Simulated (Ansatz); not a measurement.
Zincblende CaSe, relaxed with r2SCAN, was run in the plane-wave code Ansatz under altered settings. All numbers are computed, without spin polarisation but where a row says otherwise.

```
Ca Se
1.0
     0.00000    3.27956    3.27956
     3.27956    0.00000    3.27956
     3.27956    3.27956    0.00000
Ca Se
1 1
Cartesian
  0.0000 0.0000 0.0000
  1.6398 1.6398 1.6398
```

The base run's other keys:
```yaml
kpoints:
  mp_grid: { grid: [4, 4, 4] }
hamiltonian:
  xc: r2scan
scf:
  occupations: { method: fixed }
  n_extra_bands: 4
```

It takes 6 iterations with 1807 plane waves at 500 eV and 8 k points, and leaves a mean stress of 0.00 GPa. The gap over this mesh is 3.697 eV. It ran on 4 threads of Arm Neoverse V2 (shared host).

Outcomes, with energy and stress as changes against the base:

| setting | outcome | ΔF (meV/atom) | Δ mean stress (GPa) | gap on the mesh (eV) | iterations | wall time |
| --- | --- | --- | --- | --- | --- | --- |
| basis.ecutrho_ratio: 12 | converged | 0.0 | 0.00 | 3.697 | 6 | 2.2 s |
| scf.mixing.preconditioner: none | converged | 0.0 | 0.00 | 3.697 | 6 | 1.2 s |
| scf.mixing.ndim: 2 | converged | 0.0 | 0.00 | 3.697 | 9 | 1.4 s |
| basis.ecutwfc: 600 | converged | -0.3 | 0.00 | 3.697 | 6 | 1.4 s |
| scf.mixing.ndim: 30 | converged | 0.0 | 0.00 | 3.697 | 6 | 1.1 s |
| kpoints.mp_grid.shift: [0, 0, 0.5] | converged, warned | -0.5 | 0.00 | 4.060 | 6 | 1.4 s |
| scf.occupations: cold 0.5 | converged | 0.0 | 0.00 | 3.697 | 6 | 1.1 s |
| basis.xc_grid: 1 | converged | -0.3 | 0.00 | 3.697 | 6 | 0.92 s |
| scf.mixing.ndim: 1 | converged | 0.0 | 0.00 | 3.697 | 19 | 1.9 s |
| hamiltonian.pseudopotentials: nc (cutoff then 1260 eV) | converged | – | -0.02 | 3.699 | 8 | 3.3 s |
| scf.occupations: cold 0.2 | converged | 0.0 | 0.00 | 3.697 | 6 | 1.1 s |
| scf.occupations: fermi_dirac 0.2 | converged | 0.0 | 0.00 | 3.697 | 6 | 1.2 s |
| magnetization.initial_magnetization: 2.0 | refused | – | – | – | – | 0.1 s |

A dash marks a value that wasn't obtained or can't be compared. Stress is positive in compression. Its mean hides that meshes of lower symmetry stress the axes unequally. The base took 1.5 s.

- kpoints.mp_grid.shift: [0, 0, 0.5]. The free energy moves by -0.5 meV an atom, the mean stress by 0.00 GPa and the gap on the mesh by +0.363 eV (to 4.060). The mesh breaks the crystal's symmetry, so the stress, and any force that symmetry no longer fixes, lose it too. The gap changes mostly because other points are sampled; a mesh that misses a band edge overestimates it. Warned: symmetry narrowed by mesh.
- magnetization.initial_magnetization: 2.0. It is rejected at once. Error: inconsistent input (scf.occupations.method, magnetization): a σ = 0 step fill (method: fixed, or a smearing width below the step floor) with no hard lock on the total moment puts the same N_el/2 bands in each spin channel, which gives a total moment of zero, but the starting moments sum to +2.0000 μB […]

Within 1 meV an atom, 0.1 GPa and 0.005 eV of the base stay: basis.ecutrho_ratio: 12; scf.mixing.preconditioner: none; scf.mixing.ndim: 2; basis.ecutwfc: 600; scf.mixing.ndim: 30; scf.occupations: cold 0.5; basis.xc_grid: 1; scf.mixing.ndim: 1; scf.occupations: cold 0.2; scf.occupations: fermi_dirac 0.2.

The runs are scalar-relativistic, without spin-orbit coupling.
